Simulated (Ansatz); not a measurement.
Ru:

```
CELL_PARAMETERS angstrom
2.70580 0.00000 0.00000
-1.35290 2.34329 0.00000
0.00000 0.00000 4.28190
ATOMIC_POSITIONS crystal
Ru 0.66667 0.33333 0.75000
Ru 0.33333 0.66667 0.25000
```

Base run:

| Property | Result |
| --- | --- |
| Program | Ansatz 0.2.0 |
| Functional | PBEsol |
| Potentials or basis | all-electron LAPW, inner shells corrected to Dirac's equation |
| Cutoff | 281 eV (chosen from the basis error) |
| Basis error allowed | 0.001 eV/atom |
| k mesh | 11 × 11 × 6 |
| Occupations | fermi-dirac, width 0.05 eV |
| Spin | no spin polarisation |

Its results: pressure -6.2 GPa.

**Question.** The run is repeated on the same cell with these changes: potentials or basis from all-electron LAPW, inner shells corrected to Dirac's equation to all-electron LAPW, non-relativistic. What comes out?

**Answer.** Pressure 2.2 GPa.

Caveats: relativity is left out, which matters for the heavier elements (some runs).

The runs don't all hold the same shells in valence.
